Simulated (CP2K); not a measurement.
# InAs under changes of volume

One of the cells (23.821 Å³/atom); the others are scaled copies at fixed shape and fractional positions:

```
In As
1.0
     4.06912    0.00000    0.00000
     2.03456    3.52396    0.00000
     2.03456    1.17465    3.32242
In As
1 1
Cartesian
  4.0691 2.3493 1.6612
  0.0000 0.0000 0.0000
```

Measurements of this composition are mostly on another form, of space group No. 216.

| Quantity | Value |
| --- | --- |
| Program | CP2K 2026.2 |
| Functional | PBE |
| Potentials or basis | POTENTIAL_UZH In GTH-PBE-q13, As GTH-PBE-q5; TZVP-MOLOPT-PBE-GTH basis |
| Density cutoff | 6123 eV |
| k mesh | 8 × 8 × 8 |
| Occupations | fermi-dirac, width 0.05 eV |
| Spin | no spin polarisation |

| volume (Å³/atom) | energy over the lowest point (meV/atom) | pressure (GPa) |
| --- | --- | --- |
| 22.392 | 22.50 | 4.9 |
| 22.868 | 10.42 | 3.2 |
| 23.344 | 3.09 | 1.7 |
| 23.821 | 0.00 | 0.4 |
| 24.297 | ? | ? |
| 24.774 | 4.70 | -1.9 |
| 25.250 | 11.70 | -2.8 |

Q: What does the run at 24.297 Å³/atom give?

A: Energy over the lowest point 0.67 meV/atom; pressure -0.8 GPa.

Worked out: A Birch-Murnaghan fit of order 3 (a polynomial in V^(-2/3)) to the other rows has its minimum at 23.97 Å³/atom with B0 = V·E''(V) = 61 GPa and B' = 4.9. It gives 0.67 meV/atom at 24.297 Å³/atom, against the run's 0.67, and -dE/dV = -0.8 GPa, against -0.8.

Energies are extrapolated to zero smearing.

Caveats: the basis of atomic orbitals isn't converged, which shifts pressures, moduli and gaps.
